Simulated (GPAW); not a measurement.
# C (Fd-3m) in GPAW: single point with PBE

Aim: the single point of C with PBE.

All numbers are computed with GPAW 26.7.0; they aren't measurements. Logs are shortened: lines on timing, memory, paths and dates and some standing lists are left out, and cuts for length are marked. The log counts tension as positive stress, the text compression.

### Step 1. Starting point

Symmetry: Fd-3m, No. 227, cubic system. The conventional cell has a = 3.567 Å, b = 3.567 Å, c = 3.567 Å, α = 90.00°, β = 90.00°, γ = 90.00°. C (site symmetry -43m) is surrounded by 4 C at 1.54 Å.

This isn't the form of C at room conditions, which is graphite.

### Step 2. Single point, PBE

Contents of run.py:

```python
from ase import Atoms
from ase.dft.bandgap import bandgap
from ase.io import write
from ase.units import GPa
from gpaw import GPAW, PW

atoms = Atoms(['C', 'C'],
              cell=[[0.0, 1.78337, 1.78337],
                    [1.78337, 0.0, 1.78337],
                    [1.78337, 1.78337, 0.0]],
              scaled_positions=[[0.75, 0.75, 0.75],
                                [0.5, 0.5, 0.5]],
              pbc=True)

calc = GPAW(mode=PW(600),
            xc='PBE',
            kpts={'size': (10, 10, 10), 'gamma': True},
            occupations={'name': 'fermi-dirac', 'width': 0.05},
            nbands=11,
            maxiter=120,
            txt='gpaw.txt')
atoms.calc = calc
energy = atoms.get_potential_energy()
forces = atoms.get_forces()
stress = atoms.get_stress()
calc.write('gs.gpw')
write('result.traj', atoms)
print(f'Energy: {energy:.6f} eV')
print('Forces (eV/A):')
print(forces.round(4))
print('Stress (GPa):', (stress / GPa).round(3))
print('Fermi level:', round(calc.get_fermi_level(), 4), 'eV')
print(f'Gap: {bandgap(calc)[0]:.4f} eV, direct: {bandgap(calc, direct=True)[0]:.4f} eV')
```

Potentials or basis: GPAW PAW data sets (gpaw-data 1.2.1), pw.

Command:

```bash
OMP_NUM_THREADS=1 python run.py
```

gpaw.txt:

```text
__  _  _
 | _ |_)|_||  |
 |__||  | ||/\| - 26.7.0

Input parameters:
  mode=PW(ecut=600.0),
  kpts=MonkhorstPack(size=(10, 10, 10), gamma=True),
  maxiter=120,
  nbands=11,
  occupations=Occupations(name='fermi-dirac', width=0.05),
  xc=XC(name='PBE')

Diagonalizing LCAO Hamiltonian
Converting LCAO to pw mode

          C
       C

Atoms  # Å, Bohr magnetons
|   | symbol |        x |        y |        z |    initial magnetic moments |
|---|--------|----------|----------|----------|-----------------------------|
| 0 |      C | 2.675055 | 2.675055 | 2.675055 | ( 0.0000,  0.0000,  0.0000) |
| 1 |      C | 1.783370 | 1.783370 | 1.783370 | ( 0.0000,  0.0000,  0.0000) |

Unit cell  # Å
| periodic |        x |        y |        z |  lengths |    angles |
|----------|----------|----------|----------|----------|-----------|
|      yes | 0.000000 | 1.783370 | 1.783370 | 2.522066 | 60.000000 |
|      yes | 1.783370 | 0.000000 | 1.783370 | 2.522066 | 60.000000 |
|      yes | 1.783370 | 1.783370 | 0.000000 | 2.522066 | 60.000000 |

Number of symmetries: 24
Symmetry operations  # r_c * U_cc + t_c -> r_c
|    | kind |            matrix            |
|----|------|------------------------------|
|  0 |  E   |  1, 0, 0,  0, 1, 0,  0, 0, 1 |
|  1 |  σ   |  1, 0, 0,  0, 0, 1,  0, 1, 0 |
|  2 |  σ   |  1, 0,-1,  0, 1,-1,  0, 0,-1 |
|  3 |  C3  |  1, 0,-1,  0, 0,-1,  0, 1,-1 |
|  4 |  C3  |  1,-1, 0,  0,-1, 1,  0,-1, 0 |
|  5 |  σ   |  1,-1, 0,  0,-1, 0,  0,-1, 1 |
|  6 |  σ   |  0, 1, 0,  1, 0, 0,  0, 0, 1 |
|  7 |  C3  |  0, 1, 0,  0, 0, 1,  1, 0, 0 |
|  8 |  C2  |  0, 1,-1,  1, 0,-1,  0, 0,-1 |
|  9 |  S4  |  0, 1,-1,  0, 0,-1,  1, 0,-1 |
| 10 |  C3  |  0, 0, 1,  1, 0, 0,  0, 1, 0 |
| 11 |  σ   |  0, 0, 1,  0, 1, 0,  1, 0, 0 |
| 12 |  S4  |  0, 0,-1,  1, 0,-1,  0, 1,-1 |
| 13 |  C3  |  0, 0,-1,  0, 1,-1,  1, 0,-1 |
| 14 |  S4  |  0,-1, 1,  1,-1, 0,  0,-1, 0 |
| 15 |  C2  |  0,-1, 1,  0,-1, 0,  1,-1, 0 |
| 16 |  C3  |  0,-1, 0,  1,-1, 0,  0,-1, 1 |
| 17 |  S4  |  0,-1, 0,  0,-1, 1,  1,-1, 0 |
| 18 |  S4  | -1, 1, 0, -1, 0, 1, -1, 0, 0 |
| 19 |  C3  | -1, 1, 0, -1, 0, 0, -1, 0, 1 |
| 20 |  C3  | -1, 0, 1, -1, 1, 0, -1, 0, 0 |
| 21 |  S4  | -1, 0, 1, -1, 0, 0, -1, 1, 0 |
| 22 |  σ   | -1, 0, 0, -1, 1, 0, -1, 0, 1 |
| 23 |  C2  | -1, 0, 0, -1, 0, 1, -1, 1, 0 |

BZ-sampling:
  Number of BZ points: 1000
  Number of IBZ points: 47

  Monkhorst-Pack size: [10, 10, 10]
  Monkhorst-Pack shift: [0.05, 0.05, 0.05]

K-points  # in reciprocal-cell coordinates
|     |                                coordinates |     weight |
|-----|--------------------------------------------|------------|
|   0 | (  0.00000000,   0.00000000,   0.00000000) | 0.00100000 |
|   1 | (  0.10000000,   0.10000000,   0.00000000) | 0.00600000 |
|   2 | (  0.10000000,   0.10000000,   0.10000000) | 0.00800000 |
|   3 | (  0.20000000,   0.10000000,   0.10000000) | 0.01200000 |
|   4 | (  0.20000000,   0.20000000,   0.00000000) | 0.00600000 |
|   5 | (  0.20000000,   0.20000000,   0.10000000) | 0.02400000 |
|   6 | (  0.20000000,   0.20000000,   0.20000000) | 0.00800000 |
|   7 | (  0.30000000,   0.20000000,   0.10000000) | 0.02400000 |
|   8 | (  0.30000000,   0.20000000,   0.20000000) | 0.02400000 |
|   9 | (  0.30000000,   0.30000000,   0.00000000) | 0.00600000 |
| ... |                                            |            |
|  46 | (  0.50000000,   0.50000000,   0.50000000) | 0.00400000 |

Plane wave coefficients: 388
Cutoff: 600.0 eV

Spin-components: 1 (collinear spins)
Bands:           11
Projectors:      10
Spin-degeneracy: 2
Datatype:        complex128

Parallelization:
  kpt:    1
  domain: 1
  band:   1

Density:
  Valence electrons: 8.0
  Components: 1
  Grid points: [15 15 15]
  Charge: 0.0  # |e|

Potential:
  Grid points: [15 15 15]

species:
  C:
    name:    Carbon
    Z:       6.0
    valence: 4
    core:    2
    charge:  0.0  # [|e|]
    compensation charges:
      type: gauss
      rc: 0.20  # [Å]
      lmax: 2
    cutoffs:
      filter: 1.14  # [Å]
      core: 1.14  # [Å]
    projectors
    | kind |    occ | energy [eV] | rcut [Å] |
    |------|--------|-------------|----------|
    |   2s |  2.000 |     -13.751 |    0.635 |
    |   2p |  2.000 |      -5.284 |    0.635 |
    |    s |        |      13.461 |    0.635 |
    |    p |        |      21.927 |    0.635 |
    |    d |        |       0.000 |    0.635 |

    Using partial waves for C as LCAO basis

Reference energy: -2055.256231  # eV

eigensolver:
  PPCG
  Converge bands: occupied
  niter=2

density mixing:
  MSR1-Mixer
  Pratt-step length: 0.05
  Maximum mixing coefficient: 0.75
  Old densities: 10
  SVD Regularization: 0.005
  Good broyden scale: 1.0
  Trust region scale: 1.0
  Backstep threshold: 4.0
  History deletion threshold: 6.0
  Fourier metric: weight=20.0, sigma=0.015

occupation numbers:
  Fermi-Dirac:
    width: 0.0500  # eV

poisson solver:
  ecut: 4800.0  # eV

xc functional:
  name: PBE with 2 nearest neighbor stencil

convergence criteria:
- Maximum [total energy] change in last 3 cyles: 0.0005 eV / valence electron
- Maximum integral of absolute [dens]ity change: 0.0001 electrons / valence electron
- Maximum integral of absolute [eigenst]ate change: 4e-08 eV^2 / valence electron
maximum number of iterations: 120

SCF iterations
|iter     | |      energy | eigst |  dens |
|---------|-|-------------|-------|-------|
|iter:   1| |  -18.674413 | +0.07 |       |
|iter:   2| |  -18.605868 | -2.75 | -0.80 |
|iter:   3| |  -18.183724 | -1.62 | -0.83 |
|iter:   4| |  -18.179446 | -2.71 | -1.48 |
|iter:   5| |  -18.180017 | -4.75 | -2.22 |
|iter:   6| |  -18.180019c| -6.58 | -3.31 |
|iter:   7| |  -18.180020c| -8.11c| -4.02c|

Converged in 7 steps
Energy contributions relative to reference atoms: (reference = -2055.256231)

Energy contributions:
  Kinetic:          16.641285
  Coulomb:         -15.699307
  Zero:              0.035173
  External:          0.000000
  Xc:              -19.157170
  Entropy:          -0.000000
  Spinorbit:         0.000000
  ----------------------------
  Free energy:     -18.180020
  Extrapolated:    -18.180020

dipole moment: (2.138313, 2.138313, 2.138313)  # |e|*Ang

Fermi level: 13.868
Eigenvalues  # (at kpt = [0.000, 0.000, 0.000])
| band index |      eig [eV] | occ [0-2] |
|------------|---------------|-----------|
|          0 |        -9.413 |     2.000 |
|          1 |        12.065 |     2.000 |
|          2 |        12.065 |     2.000 |
|          3 |        12.065 |     2.000 |
|          4 |        17.664 |     0.000 |
|          5 |        17.664 |     0.000 |
|          6 |        17.664 |     0.000 |
|          7 |        25.408 |     0.000 |
|          8 |        31.375 |     0.000 |
|          9 |        38.585 |     0.000 |
|         10 |        38.823 |     0.000 |

Gap: 4.172 eV
Transition (v -> c):
  (s=0, k=0, n=3, [0.00, 0.00, 0.00]) -> (s=0, k=24, n=4, [0.40, 0.40, 0.00])
Direct/indirect transitions are different
Direct gap: 5.599 eV
Transition at: (s=0, k=0, n=3, [0.00, 0.00, 0.00])

Forces  # eV/Ang
|        x |       y |        z |
|----------|---------|----------|
|  0.00000 | 0.00000 | -0.00000 |  # C    0
| -0.00000 | 0.00000 |  0.00000 |  # C    1

Stress tensor  # eV/Ang^3
|         x |         y |         z |
|-----------|-----------|-----------|
| -0.013436 | -0.000000 | -0.000000 |
| -0.000000 | -0.013436 | -0.000000 |
| -0.000000 | -0.000000 | -0.013436 |

# Writing to gs.gpw (mode='')
```

It took 4 s on 1 thread of Arm Neoverse V2, shared host; peak memory 0.12 GiB.

What came out:

```yaml
Free_energy: -18.1800 eV
Pressure: 2.2 GPa
Band_gap_on_the_k_mesh: 4.17 eV, indirect (least direct gap 5.60 eV)
```

Levels at points of the mesh, in eV from the valence-band top:
```
           k point  band 2  band 3  band 4  band 5  band 6  band 7
(0.00, 0.00, 0.00)    0.00    0.00    0.00    5.60    5.60    5.60
(0.50, 0.50, 0.00)  -12.77   -6.30   -6.30    4.76    4.76   16.82
(0.50, 0.50, 0.50)  -13.38   -2.80   -2.80    8.47    8.47    8.85
```

Caveat: the cutoff is short for stress and forces, so pressures can be off by a GPa or more. A k mesh can miss the band edges.
